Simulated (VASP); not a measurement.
# Si (Fd-3m) in VASP: notebook, part 2 of 2

VASP 6.6.1.

## 5. Relaxation of the atoms, PBE+D3(BJ) (a relaxed cell with its volume scaled by 1.04)

Input file INCAR:

```
SYSTEM = Si
PREC = Accurate
ENCUT = 600
EDIFF = 1E-7
ISMEAR = 0
SIGMA = 0.03
LREAL = .FALSE.
LASPH = .TRUE.
NELM = 80
ALGO = Normal
ISIF = 2
LWAVE = .FALSE.
LCHARG = .FALSE.
GGA = PE
IVDW = 12
IBRION = 2
NSW = 40
EDIFFG = -0.01
```

Input file KPOINTS:

```
Automatic mesh
0
G
  10 10 10
  0 0 0
```

Input file POSCAR:

```
Si                                      
1.0
    0.0000000000      2.7455913944      2.7455913944
    2.7455913944      0.0000000000      2.7455913944
    2.7455913944      2.7455913944      0.0000000000
  Si            
     2
Direct
     0.7500000000000000    0.7500000000000000    0.7500000000000000
     0.5000000000000000    0.5000000000000000    0.5000000000000000
```

Potentials or basis: VASP PAW PBE potentials, release 64 (Si).

Command:

```console
cat potpaw_PBE.64/Si/POTCAR > POTCAR
mpirun -np 1 vasp_std > vasp.out
```

OUTCAR:

```text
SYSTEM = Si
   PREC = Accurate
   ENCUT = 600
   EDIFF = 1E-7
   ISMEAR = 0
   LREAL = .FALSE.
   LASPH = .TRUE.
   NELM = 80
   ISIF = 2
   GGA = PE
   IVDW = 12
   IBRION = 2
   NSW = 40
   EDIFFG = -0.01
 IVDW          = 12

 ion  position               nearest neighbor table
   1  0.750  0.750  0.750-   2 2.38   2 2.38   2 2.38   2 2.38
   2  0.500  0.500  0.500-   1 2.38   1 2.38   1 2.38   1 2.38

[... 461 lines left out ...]

 Edisp (eV)   -0.60853

 E8    (eV) :    -0.2521

  FORCE on cell =-STRESS in cart. coord.  units (eV):
  Direction    XX          YY          ZZ          XY          YZ          ZX
  --------------------------------------------------------------------------------------
  -------------------------------------------------------------------------------------
  Total      -0.84135    -0.84135    -0.84135    -0.00000    -0.00000    -0.00000
  in kB     -32.56474   -32.56474   -32.56474    -0.00000    -0.00000    -0.00000
  external pressure =      -32.56 kB  Pullay stress =        0.00 kB

 VOLUME and BASIS-vectors are now :
 -----------------------------------------------------------------------------
  energy-cutoff  :      600.00
  volume of cell :       41.39
      direct lattice vectors                 reciprocal lattice vectors
     0.000000000  2.745591394  2.745591394    -0.182110128  0.182110128  0.182110128
     2.745591394  0.000000000  2.745591394     0.182110128 -0.182110128  0.182110128
     2.745591394  2.745591394  0.000000000     0.182110128  0.182110128 -0.182110128

 POSITION                                       TOTAL-FORCE (eV/Angst)
 -----------------------------------------------------------------------------------
      4.11839      4.11839      4.11839         0.000000     -0.000000      0.000000
      2.74559      2.74559      2.74559        -0.000000      0.000000     -0.000000
 -----------------------------------------------------------------------------------
    total drift:                               -0.000000     -0.000000     -0.000000

  FREE ENERGIE OF THE ION-ELECTRON SYSTEM (eV)
  ---------------------------------------------------
  free  energy   TOTEN  =       -11.4561721879 eV

  energy  without entropy=      -11.4561721879  energy(sigma->0) =      -11.45617219

 reached required accuracy - stopping structural energy minimisation
```

CONTCAR:

```text
Si
   1.00000000000000
     0.0000000000000000    2.7455913943999999    2.7455913943999999
     2.7455913943999999    0.0000000000000000    2.7455913943999999
     2.7455913943999999    2.7455913943999999    0.0000000000000000
  Si
     2
Direct
     0.7500000000000000    0.7500000000000000    0.7500000000000000
     0.5000000000000000    0.5000000000000000    0.5000000000000000

  0.00000000E+00  0.00000000E+00  0.00000000E+00
  0.00000000E+00  0.00000000E+00  0.00000000E+00
```

Run time: 8 s. Hardware: 1 thread of Intel Xeon Platinum 8488C (Sapphire Rapids), shared host; peak memory 0.17 GiB.

Results:

```
Free energy                : -11.4562 eV
Pressure after relaxing    : -3.3 GPa
Band gap on the k mesh     : 0.64 eV, indirect (least direct gap 2.55 eV)
Dispersion energy per atom : -0.304 eV
```

Final structure:
```
CELL_PARAMETERS angstrom
0.00000 2.74559 2.74559
2.74559 0.00000 2.74559
2.74559 2.74559 0.00000
ATOMIC_POSITIONS crystal
Si 0.75000 0.75000 0.75000
Si 0.50000 0.50000 0.50000
```

Caveat: the relaxation stopped at its first step, so nothing moved.

## 6. Relaxation of the atoms, PBE+D3(BJ) (a relaxed cell with its volume scaled by 1.06)

INCAR is that of step 5.

KPOINTS is that of step 5.

Input file POSCAR:

```
Si                                      
1.0
    0.0000000000      2.7630797092      2.7630797092
    2.7630797092      0.0000000000      2.7630797092
    2.7630797092      2.7630797092      0.0000000000
  Si            
     2
Direct
     0.7500000000000000    0.7500000000000000    0.7500000000000000
     0.5000000000000000    0.5000000000000000    0.5000000000000000
```

Potentials or basis: VASP PAW PBE potentials, release 64 (Si).

Command:

```console
cat potpaw_PBE.64/Si/POTCAR > POTCAR
mpirun -np 1 vasp_std > vasp.out
```

OUTCAR:

```text
SYSTEM = Si
   PREC = Accurate
   ENCUT = 600
   EDIFF = 1E-7
   ISMEAR = 0
   LREAL = .FALSE.
   LASPH = .TRUE.
   NELM = 80
   ISIF = 2
   GGA = PE
   IVDW = 12
   IBRION = 2
   NSW = 40
   EDIFFG = -0.01
 IVDW          = 12

 ion  position               nearest neighbor table
   1  0.750  0.750  0.750-   2 2.39   2 2.39   2 2.39   2 2.39
   2  0.500  0.500  0.500-   1 2.39   1 2.39   1 2.39   1 2.39

  LATTYP: Found a face centered cubic cell.
 ALAT       =     5.5261594184

  Lattice vectors:

 A1 = (   0.0000000000,   2.7630797092,   2.7630797092)
 A2 = (   2.7630797092,   0.0000000000,   2.7630797092)
 A3 = (   2.7630797092,   2.7630797092,   0.0000000000)

Analysis of symmetry for initial positions (statically):
=====================================================================
 Subroutine PRICEL returns:
 Original cell was already a primitive cell.

 Routine SETGRP: Setting up the symmetry group for a
 face centered cubic supercell.

 Subroutine GETGRP returns: Found 48 space group operations
 (whereof 24 operations were pure point group operations)
 out of a pool of 48 trial point group operations.
[... 172 lines left out ...]
 Fermi energy:         5.4369898086

 k-point     1 :       0.0000    0.0000    0.0000
  band No.  band energies     occupation
      1      -6.2963      2.00000
      2       5.3095      2.00000
      3       5.3095      2.00000
      4       5.3095      2.00000
      5       7.8522      0.00000
      6       7.8522      0.00000
      7       7.8522      0.00000
      8       8.0909      0.00000
[... 243 lines left out ...]
 k-point    24 :       0.4000    0.3000    0.0000
  band No.  band energies     occupation
      1      -4.2322      2.00000
      2      -0.0475      2.00000
      3       2.6033      2.00000
      4       2.9959      2.00000
      5       6.4225      0.00000
      6       7.6007      0.00000
      7      12.0128      0.00000
      8      12.1896      0.00000

 [... further k-points ...]

------------------------ aborting loop because EDIFF is reached ----------------------------------------

 Edisp (eV)   -0.59813

 E8    (eV) :    -0.2476

  FORCE on cell =-STRESS in cart. coord.  units (eV):
  Direction    XX          YY          ZZ          XY          YZ          ZX
  --------------------------------------------------------------------------------------
  -------------------------------------------------------------------------------------
  Total      -1.20830    -1.20830    -1.20830     0.00000     0.00000    -0.00000
  in kB     -45.88534   -45.88534   -45.88534     0.00000     0.00000    -0.00000
  external pressure =      -45.89 kB  Pullay stress =        0.00 kB

 VOLUME and BASIS-vectors are now :
 -----------------------------------------------------------------------------
  energy-cutoff  :      600.00
  volume of cell :       42.19
      direct lattice vectors                 reciprocal lattice vectors
     0.000000000  2.763079709  2.763079709    -0.180957501  0.180957501  0.180957501
     2.763079709  0.000000000  2.763079709     0.180957501 -0.180957501  0.180957501
     2.763079709  2.763079709  0.000000000     0.180957501  0.180957501 -0.180957501

 POSITION                                       TOTAL-FORCE (eV/Angst)
 -----------------------------------------------------------------------------------
      4.14462      4.14462      4.14462        -0.000000      0.000000     -0.000000
      2.76308      2.76308      2.76308         0.000000     -0.000000      0.000000
 -----------------------------------------------------------------------------------
    total drift:                               -0.000000     -0.000000     -0.000000

  FREE ENERGIE OF THE ION-ELECTRON SYSTEM (eV)
  ---------------------------------------------------
  free  energy   TOTEN  =       -11.4366094552 eV

  energy  without entropy=      -11.4366094552  energy(sigma->0) =      -11.43660946

 reached required accuracy - stopping structural energy minimisation
```

CONTCAR:

```text
Si
   1.00000000000000
     0.0000000000000000    2.7630797091999999    2.7630797091999999
     2.7630797091999999    0.0000000000000000    2.7630797091999999
     2.7630797091999999    2.7630797091999999    0.0000000000000000
  Si
     2
Direct
     0.7500000000000000    0.7500000000000000    0.7500000000000000
     0.5000000000000000    0.5000000000000000    0.5000000000000000

  0.00000000E+00  0.00000000E+00  0.00000000E+00
  0.00000000E+00  0.00000000E+00  0.00000000E+00
```

Run time: 7.8 s. Hardware: 1 thread of Intel Xeon Platinum 8488C (Sapphire Rapids), shared host; peak memory 0.17 GiB.

What came out:

```yaml
Free_energy: -11.4366 eV
Pressure_after_relaxing: -4.6 GPa
Band_gap_on_the_k_mesh: 0.67 eV, indirect (least direct gap 2.51 eV)
Dispersion_energy_per_atom: -0.299 eV
```

Final structure:
```
CELL_PARAMETERS angstrom
0.00000 2.76308 2.76308
2.76308 0.00000 2.76308
2.76308 2.76308 0.00000
ATOMIC_POSITIONS crystal
Si 0.75000 0.75000 0.75000
Si 0.50000 0.50000 0.50000
```

Caveat: the relaxation stopped at its first step, so nothing moved.

## 7. Overview

| cell | gap on the mesh (eV) | pressure (GPa) |
| --- | --- | --- |
| atoms relaxed from: a relaxed cell with its volume scaled by 0.98 | 0.53 | 2.0 |
| atoms relaxed | 0.57 | 0.0 |
| atoms relaxed from: a relaxed cell with its volume scaled by 1.02 | 0.61 | -1.7 |
| atoms relaxed from: a relaxed cell with its volume scaled by 1.04 | 0.64 | -3.3 |
| atoms relaxed from: a relaxed cell with its volume scaled by 1.06 | 0.67 | -4.6 |

Alike in all rows: task relaxation of the atoms; level PBE+D3(BJ); potentials or basis VASP PAW PBE potentials, release 64 (Si); no spin polarisation; k mesh 10 × 10 × 10; cutoff (eV) 600; smearing gaussian 0.03 eV.

Caveats: the relaxation stopped at its first step, so nothing moved.

Total energies depend on the potentials used, so only differences within one code and one set of settings carry meaning.
